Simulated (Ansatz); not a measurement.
System: fluorite SrF2. Method: LDA in Ansatz (PAW).

Run with plane-wave cutoff 520 eV, 10×10×10 k mesh, Fermi–Dirac smearing 0.01 eV, scalar-relativistic PAW data made under PBE.

The volume scan:

```csv
V (Å³/atom),E − E_lowest (meV/atom),P (GPa)
14.224,16.54,6.15
14.527,7.11,3.88
14.830,1.74,1.85
15.132,0.00,0.03
15.435,1.49,-1.58
15.737,5.87,-3.03
16.040,12.83,-4.31
```

Q: Estimate the bulk modulus from the pressures at 14.830 and 15.435 Å³/atom, and compare it with a fit to all energies.

A: B = −V dP/dV. Between V = 14.830 and 15.435 Å³/atom, dP/dV = (-1.58 − (1.85))/(15.435 − 14.830) = -5.67 GPa per Å³/atom; at the midpoint 15.133 Å³/atom this gives B ≈ 85.8 GPa. The third-order Birch–Murnaghan fit gives V0 = 15.138 Å³/atom, B0 = 85.4 GPa, B′ = 4.7, which lies within 1 % of that estimate.

Measured, for comparison: bulk modulus 69 GPa (temperature not stated, not corrected to a static lattice; as tabulated in On the Morphology of Group II Metal Fluoride Nanocrystals at Finite Temperature …). Computed (rounded) less measured: bulk modulus +24 %.

Static lattice: no zero-point or thermal effects.

Ansatz is a quantum-chemistry and plane-wave program.
